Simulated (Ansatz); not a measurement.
LiBr (Fm-3m): G0W0 against its settings

LiBr (Fm-3m) from a database of computed structures, relaxed with r2SCAN; one-shot G0W0 in Ansatz without spin-orbit coupling. Calculated for a static, non-magnetic cell.

```xyz
2
Lattice="0.0000 2.7396 2.7396 2.7396 0.0000 2.7396 2.7396 2.7396 0.0000" Properties=species:S:1:pos:R:3 pbc="T T T"
Li    0.0000    0.0000    0.0000
Br    2.7396    2.7396    2.7396
```

Gaps are read over the mesh points alone. G0W0 here is at a finite number of bands, screening cutoff and k mesh, not at the basis limit.
```json
{"start": "PBE", "potentials": "PAW", "frequency model": "contour deformation", "mesh": "6×6×6", "empty bands": "122", "screening cutoff (eV)": "120", "Kohn-Sham gap (eV)": "4.99", "G0W0 gap (eV)": "7.15"}
{"start": "PBE", "potentials": "PAW", "frequency model": "contour deformation", "mesh": "6×6×6", "empty bands": "304", "screening cutoff (eV)": "220", "Kohn-Sham gap (eV)": "4.99", "G0W0 gap (eV)": "7.29"}
{"start": "PBE", "potentials": "PAW", "frequency model": "contour deformation", "mesh": "6×6×6", "empty bands": "559", "screening cutoff (eV)": "300", "Kohn-Sham gap (eV)": "4.99", "G0W0 gap (eV)": "7.33"}
{"start": "HSE06", "potentials": "PAW", "frequency model": "contour deformation", "mesh": "6×6×6", "empty bands": "304", "screening cutoff (eV)": "220", "Kohn-Sham gap (eV)": "6.21", "G0W0 gap (eV)": "7.86"}
{"start": "r2SCAN", "potentials": "PAW", "frequency model": "contour deformation", "mesh": "6×6×6", "empty bands": "304", "screening cutoff (eV)": "220", "Kohn-Sham gap (eV)": "5.88", "G0W0 gap (eV)": "7.72"}
{"start": "PBE0", "potentials": "PAW", "frequency model": "contour deformation", "mesh": "6×6×6", "empty bands": "304", "screening cutoff (eV)": "220", "Kohn-Sham gap (eV)": "6.90", "G0W0 gap (eV)": "8.06"}
{"start": "PBE", "potentials": "PAW", "frequency model": "Godby-Needs pole", "mesh": "6×6×6", "empty bands": "304", "screening cutoff (eV)": "220", "Kohn-Sham gap (eV)": "4.99", "G0W0 gap (eV)": "7.24"}
{"start": "PBE", "potentials": "PAW", "frequency model": "contour deformation", "mesh": "8×8×8", "empty bands": "66", "screening cutoff (eV)": "80", "Kohn-Sham gap (eV)": "4.99", "G0W0 gap (eV)": "7.00"}
{"start": "PBE", "potentials": "norm-conserving", "frequency model": "contour deformation", "mesh": "6×6×6", "empty bands": "304", "screening cutoff (eV)": "220", "Kohn-Sham gap (eV)": "4.99", "G0W0 gap (eV)": "7.22"}
```

The quasiparticle gap on this mesh is 7.33 eV (direct at Γ), against 4.99 eV from PBE: +2.34 eV. Renormalisation factors Z lie between 0.79 and 0.84.

Raising bands and cutoff together moves the gap by +0.14 eV (120 to 220 eV), then +0.04 eV (220 to 300 eV); the last step is still large, so the basis limit isn't reached. Starting from HSE06 (6.21 eV against PBE's 4.99 eV) gives 7.86 eV, +0.57 eV from G0W0@PBE at the same screening cutoff. Starting from r2SCAN (5.88 eV against PBE's 4.99 eV) gives 7.72 eV, +0.43 eV from G0W0@PBE at the same screening cutoff. Starting from PBE0 (6.90 eV against PBE's 4.99 eV) gives 8.06 eV, +0.77 eV from G0W0@PBE at the same screening cutoff. The Godby-Needs plasmon pole differs from contour deformation by -0.05 eV. Norm-conserving potentials (wave cutoff 1034 eV against 420 eV) shift the quasiparticle gap by -0.07 eV and the PBE gap by 0.00 eV. r2SCAN runs take a wave cutoff of 500 eV.
